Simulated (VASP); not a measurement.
# Cu (Fm-3m) in VASP: further runs, part 2 of 2

VASP 6.6.1.

### Step 3. Relaxation of cell and atoms, PBEsol

This run uses another cell than the first one, of 11.37 Å³/atom, 0.963 times its volume.

INCAR

```
SYSTEM = Cu
PREC     = Accurate       ! precision mode
ENCUT    = 600            ! plane-wave cutoff, eV
EDIFF    = 1E-7           ! SCF threshold, eV
ISMEAR   = 1              ! smearing method
SIGMA    = 0.1            ! smearing width, eV
LREAL    = .False.        ! projectors in reciprocal space
LASPH    = .True.         ! aspherical terms in the spheres
NELM     = 80             ! most SCF steps
ALGO     = Normal         ! electronic algorithm
ISIF     = 3              ! what is computed and relaxed
LWAVE    = .False.        ! write WAVECAR
LCHARG   = .False.        ! write CHGCAR
GGA      = PS             ! functional
IBRION   = 2              ! ionic algorithm
NSW      = 90             ! ionic steps
EDIFFG   = -0.005         ! ionic threshold
KPAR     = 4
```

KPOINTS

```
regular mesh
0
Gamma
  18 18 18
  0 0 0
```

POSCAR

```
Cu                                      
1.0
    0.0000000000      1.7848606277      1.7848606277
    1.7848606277      0.0000000000      1.7848606277
    1.7848606277      1.7848606277      0.0000000000
  Cu            
     1
Direct
     0.0000000000000000    0.0000000000000000    0.0000000000000000
```

Potentials or basis: VASP PAW PBE potentials, release 64 (Cu).

Launch:

```
cat potpaw_PBE.64/Cu/POTCAR > POTCAR
mpirun -np 4 vasp_std > vasp.out
```

It took 6.1 s on 4 MPI ranks of Intel Xeon Platinum 8259CL at 2.50GHz (Skylake/Cascade Lake), shared host; peak memory 0.14 GiB.

The run converged. Its results:

| Quantity | Value |
| --- | --- |
| Free energy | -4.3085 eV |
| Pressure after relaxing | 0.0 GPa |
| Band gap on the k mesh | none (metal or under the smearing width) |

Final structure:
```cif
data_structure
_symmetry_space_group_name_H-M 'P 1'
_symmetry_Int_Tables_number 1
_cell_length_a 2.5242
_cell_length_b 2.5242
_cell_length_c 2.5242
_cell_angle_alpha 60.000
_cell_angle_beta 60.000
_cell_angle_gamma 60.000
_cell_volume 11.37
loop_
_atom_site_label
_atom_site_type_symbol
_atom_site_fract_x
_atom_site_fract_y
_atom_site_fract_z
_atom_site_occupancy
Cu1 Cu 0.00000 0.00000 0.00000 1
```

Levels at points of the mesh, in eV from the Fermi level:
```
           k point  band 4  band 5  band 6  band 7  band 8  band 9
(0.00, 0.00, 0.00)   -3.10   -2.21   -2.21   22.93   25.84   25.84
(0.50, 0.00, 0.00)   -1.61   -1.61   -1.11    3.98   21.40   22.65
(0.50, 0.50, 0.00)   -1.46   -1.46    1.47    7.41   13.37   13.37
```

Caveat: the relaxation stopped at its first step, so nothing moved; the PAW data sets were made with another functional, which shifts forces and pressure a little.

### Step 4. Relaxation of cell and atoms, PBE

INCAR

```
SYSTEM = Cu
PREC     = Accurate       ! precision mode
ENCUT    = 600            ! plane-wave cutoff, eV
EDIFF    = 1E-6           ! SCF threshold, eV
ISMEAR   = 1              ! smearing method
SIGMA    = 0.1            ! smearing width, eV
LREAL    = .FALSE.        ! projectors in reciprocal space
LASPH    = .TRUE.         ! aspherical terms in the spheres
NELM     = 80             ! most SCF steps
ALGO     = Normal         ! electronic algorithm
ISIF     = 3              ! what is computed and relaxed
LWAVE    = .FALSE.        ! write WAVECAR
LCHARG   = .FALSE.        ! write CHGCAR
GGA      = PE             ! functional
IBRION   = 2              ! ionic algorithm
NSW      = 90             ! ionic steps
EDIFFG   = -0.01          ! ionic threshold
KPAR     = 2
```

KPOINTS

```
Automatic mesh
0
G
  18 18 18
  0 0 0
```

POSCAR

```
Cu
1.0
    0.0000000000      1.8075000000      1.8075000000
    1.8075000000      0.0000000000      1.8075000000
    1.8075000000      1.8075000000      0.0000000000
Cu
1
Direct
    0.0000000000      0.0000000000      0.0000000000
```

Potentials or basis: VASP PAW PBE potentials, release 64 (Cu).

Launch:

```
cat potpaw_PBE.64/Cu/POTCAR > POTCAR
mpirun -np 2 vasp_std > vasp.out
```

OUTCAR:

```text
SYSTEM = Cu
   PREC = Accurate
   ENCUT = 600
   EDIFF = 1E-6
   ISMEAR = 1
   LREAL = .FALSE.
   LASPH = .TRUE.
   NELM = 80
   ISIF = 3
   GGA = PE
   IBRION = 2
   NSW = 90
   EDIFFG = -0.01

 ion  position               nearest neighbor table
   1  0.000  0.000  0.000-

  LATTYP: Found a face centered cubic cell.
 ALAT       =     3.6150000000

  Lattice vectors:

 A1 = (   0.0000000000,   1.8075000000,   1.8075000000)
 A2 = (   1.8075000000,   0.0000000000,   1.8075000000)
 A3 = (   1.8075000000,   1.8075000000,   0.0000000000)

Analysis of symmetry for initial positions (statically):
=====================================================================
 Subroutine PRICEL returns:
[... 249 lines left out ...]

  energy without entropy =       -3.72849424  energy(sigma->0) =       -3.72846889

 E-fermi :   7.3451     XC(G=0): -12.6257

 val. band max:        7.2916499743   @ k =   0.5000   0.3333   0.1667
 cond. band min:       7.3524379376   @ k =   0.5000   0.2778   0.1111
 fundamental gap:      0.0607879633
 Fermi energy:         7.3451368149

 k-point     1 :       0.0000    0.0000    0.0000
  band No.  band energies     occupation
      1      -1.8461      2.00000
      2       4.4071      2.00000
      3       4.4071      2.00000
      4       4.4071      2.00000
      5       5.2078      2.00000
      6       5.2078      2.00000
      7      29.8314      0.00000
      8      32.3437      0.00000
      9      32.3437      0.00000
[... 265 lines left out ...]
 k-point    24 :      -0.2222    0.0556    0.0000
  band No.  band energies     occupation
      1       0.2040      2.00000
      2       4.1245      2.00000
      3       4.5600      2.00000
      4       4.5972      2.00000
      5       5.1620      2.00000
      6       5.3991      2.00000
      7      20.2066      0.00000
      8      27.1298      0.00000
      9      30.8292      0.00000

 [... further k-points ...]
[... 5 lines left out ...]
  --------------------------------------------------------------------------------------
  -------------------------------------------------------------------------------------
  Total        0.0052048      0.0052048      0.0052048     -0.0000000      0.0000000      0.0000000
  in kB        0.6940765      0.6940765      0.6940765     -0.0000000      0.0000000      0.0000000
  external PRESSURE =       0.6940765 kB  Pullay stress =       0.0000000 kB
[... 16 lines left out ...]
  FREE ENERGIE OF THE ION-ELECTRON SYSTEM (eV)
  ---------------------------------------------------
  free  energy   TOTEN  =        -3.7284562119 eV

  energy  without entropy=       -3.7284942405  energy(sigma->0) =       -3.72846889

 reached required accuracy - stopping structural energy minimisation
```

OSZICAR:

```text
N       E                     dE             d eps       ncg     rms          rms(c)
DAV:   1     0.378322075784E+02    0.37832E+02   -0.62097E+03  3631   0.227E+03
[... 21 lines left out ...]
DAV:   1    -0.375416708401E+01   -0.26220E-01   -0.48757E-01  3686   0.180E+01    0.134E+00
DAV:   2    -0.373859485590E+01    0.15572E-01   -0.42883E-01  3672   0.150E+01    0.590E-01
DAV:   3    -0.372909623044E+01    0.94986E-02   -0.72003E-02  3636   0.629E+00    0.179E-01
DAV:   4    -0.372846109774E+01    0.63513E-03   -0.60315E-04  4386   0.290E-01    0.724E-03
DAV:   5    -0.372845808196E+01    0.30158E-05   -0.29342E-05  4025   0.121E-01    0.660E-03
DAV:   6    -0.372845613796E+01    0.19440E-05   -0.21518E-06  2071   0.298E-02    0.309E-04
DAV:   7    -0.372845621195E+01   -0.73986E-07   -0.52652E-08  1827   0.402E-03
   3 F= -.37284562E+01 E0= -.37284689E+01  d E =-.157563E-02
```

Wall time 9.6 s (2 MPI ranks of Intel Xeon 6975P-C (Granite Rapids), shared host); peak memory 0.14 GiB.

What came out:

* Free energy: -3.7285 eV
* Relaxed volume: 12.01 Å³/atom
* Relaxed cell: a = 2.571 Å, b = 2.571 Å, c = 2.571 Å, α = 60.00°, β = 60.00°, γ = 60.00°
* Space group after relaxing (to 0.05 Å): Fm-3m (No. 225)
* Energy gained by relaxing: 1.6 meV/atom
* Ionic steps: 3
* Pressure after relaxing: 0.1 GPa
* Band gap on the k mesh: none (metal or under the smearing width)

The path:
```csv
step,energy change (eV),largest force (eV/Å),pressure (GPa),volume (Å³)
1,0.0000,0.0000,2.58,11.81
2,-0.0011,0.0000,-1.33,12.14
3,-0.0016,0.0000,0.07,12.01
```

Final structure:
```xyz
1
Lattice="0.0000 1.8179 1.8179 1.8179 0.0000 1.8179 1.8179 1.8179 0.0000" Properties=species:S:1:pos:R:3 pbc="T T T"
Cu    0.0000    0.0000    0.0000
```

Levels at points of the mesh, in eV from the Fermi level:
```
           k point  band 3  band 4  band 5  band 6  band 7  band 8  band 9
(0.00, 0.00, 0.00)   -2.94   -2.94   -2.14   -2.14   22.49   25.00   25.00
(0.50, 0.00, 0.00)   -2.97   -1.58   -1.58   -0.92    3.70   20.99   21.84
(0.50, 0.50, 0.00)   -1.60   -1.44   -1.44    1.54    7.03   12.98   12.98
```

PBE usually gives volumes a little too large and moduli too small. Zero-point motion and thermal expansion aren't in these numbers.

### Step 5. Relaxation of cell and atoms, PBE

This run uses another cell than the first one, of 12.01 Å³/atom, 1.017 times its volume.

INCAR, as its differences from that of step 4:

```diff
@@ -3,3 +3,3 @@
 ENCUT    = 600            ! plane-wave cutoff, eV
-EDIFF    = 1E-6           ! SCF threshold, eV
+EDIFF    = 1E-7           ! SCF threshold, eV
 ISMEAR   = 1              ! smearing method
@@ -16,3 +16,3 @@
 NSW      = 90             ! ionic steps
-EDIFFG   = -0.01          ! ionic threshold
+EDIFFG   = -0.005         ! ionic threshold
 KPAR     = 2
```

KPOINTS is that of step 4.

POSCAR

```
Cu                                      
1.0
    0.0000000000      1.8178591641      1.8178591641
    1.8178591641     -0.0000000000      1.8178591641
    1.8178591641      1.8178591641      0.0000000000
  Cu            
     1
Direct
     0.0000000000000000    0.0000000000000000    0.0000000000000000
```

Launch:

```
cat potpaw_PBE.64/Cu/POTCAR > POTCAR
mpirun -np 2 vasp_std > vasp.out
```

It took 5 s on 2 MPI ranks of Intel Xeon 6975P-C (Granite Rapids), shared host; peak memory 0.14 GiB.

Results (log left out):

```
Free energy             : -3.7285 eV
Pressure after relaxing : 0.0 GPa
Band gap on the k mesh  : none (metal or under the smearing width)
```

Final structure:
```
CELL_PARAMETERS angstrom
0.00000 1.81786 1.81786
1.81786 0.00000 1.81786
1.81786 1.81786 0.00000
ATOMIC_POSITIONS crystal
Cu 0.00000 0.00000 0.00000
```

Levels at points of the mesh, in eV from the Fermi level:
| k point | band 2 | band 3 | band 4 | band 5 | band 6 | band 7 | band 8 | band 9 |
| --- | --- | --- | --- | --- | --- | --- | --- | --- |
| (0.00, 0.00, 0.00) | -2.94 | -2.94 | -2.94 | -2.14 | -2.14 | 22.49 | 25.00 | 25.00 |
| (0.50, 0.00, 0.00) | -2.97 | -2.97 | -1.58 | -1.58 | -0.92 | 3.70 | 20.99 | 21.84 |
| (0.50, 0.50, 0.00) | -4.30 | -1.60 | -1.44 | -1.44 | 1.54 | 7.03 | 12.98 | 12.98 |

Caveat: the relaxation stopped at its first step, so nothing moved.
